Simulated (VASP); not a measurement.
Write the native input for VASP 6.6.1 that does the following.

- Task: relaxation of the atoms
- Functional: PBE
- Potentials or basis: VASP PAW PBE potentials, release 64 (Na_pv, F_s)
- Cutoff: 300 eV
- k mesh: 5 × 5 × 5
- Occupations: gaussian, width 0.03 eV
- Spin: no spin polarisation
- Further INCAR settings: ALGO = Fast; EDIFF = 1e-07; IBRION = 2; EDIFFG = -0.01; NSW = 40

The structure of NaF (Villiaumite) lies in POSCAR:

```
NaF                                     
1.0
    0.0000000000      2.2847255054      2.2847255054
    2.2847255054      0.0000000000      2.2847255054
    2.2847255054      2.2847255054      0.0000000000
  Na              F             
     1     1
Direct
     0.0000000000000000    0.0000000000000000    0.0000000000000000
     0.5000000000000000    0.5000000000000000    0.5000000000000000
```

The cell isn't the ideal one: a relaxed cell with its volume scaled by 0.96.

One way to write it, as run:

INCAR

```
ALGO = Fast
EDIFF = 1E-7
EDIFFG = -0.01
ENCUT = 300
GGA = PE
IBRION = 2
ISIF = 2
ISMEAR = 0
LASPH = True
LCHARG = False
LREAL = False
LWAVE = False
NELM = 80
NSW = 40
PREC = Accurate
SIGMA = 0.03
```

KPOINTS

```
k-points
0
Gamma
  5 5 5
```

Potentials or basis: VASP PAW PBE potentials, release 64 (Na_pv, F_s).

Command:

```bash
$ cat potpaw_PBE.64/Na_pv/POTCAR potpaw_PBE.64/F_s/POTCAR > POTCAR
$ mpirun -np 1 vasp_std > vasp.out
```

Results of the run:

```json
{
  "Band gap on the k mesh": "6.54 eV, direct"
}
```

Caveat: the k mesh is coarse (spacing up to 0.48 Å⁻¹), so the values aren't converged; the relaxation stopped at its first step, so nothing moved.

Wall time 2.4 s on 1 thread of Intel(R) Xeon(R) Platinum 8375C CPU @ 2.90GHz (Ice Lake) (shared host), peak memory 0.11 GiB.
